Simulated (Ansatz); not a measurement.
Nb: energy along a strain

Nb, Im-3m, a = 3.328 Å (as given, not relaxed at this level: -2.7 GPa). Ansatz: PBE, PAW, 420 eV, Γ-centred 20×20×20 mesh on 1 atom, Gaussian smearing 0.15 eV; no spin polarisation. Cell vectors (Å): -1.664 1.664 1.664; 1.664 -1.664 1.664; 1.664 1.664 -1.664. The cell is strained by x per cent times the pattern (0 1 0 0 0 0) in the order xx yy zz yz xz xy (engineering shears), with fractional coordinates held. y is the free energy over the start, V0 = 18.428 Å³/atom.

```
x (%) y (meV/atom)
-6.00             ?
-4.50         14.73
-3.00          3.24
-1.50         -1.57
 0.00          0.00
 1.50          7.54
 3.00         20.57
 4.50         38.62
 5.25         49.38
 6.00         61.23
```

Task: Fit y = c1 x + c2 x² + c3 x³ to the other rows, get the stiffness along the pattern, and predict the missing energy.

Result: Least squares on the rows shown. y = 3.0922 x + 1.3176 x² − 0.021930 x³. The clamped-ion stiffness p·C·p = 2 × 13.18 eV × 160.2 / 18.428 Å³ = 229 GPa, which is C22 in these axes (C11 of the cubic crystal) (second derivative at the start, which stands under stress). At x = -6.00 the fit asked for gives 33.62 meV/atom. The run gave 33.34 meV/atom, so the fit is 0.28 meV/atom too high, 0.45 % of the span of the series, against an rms of 0.03 meV/atom on the fitted rows. The row lies outside the fitted range. With a term in x⁴ added, a fit to the same known rows predicts 33.29 meV/atom, so most of the miss is curvature that the known rows already hold.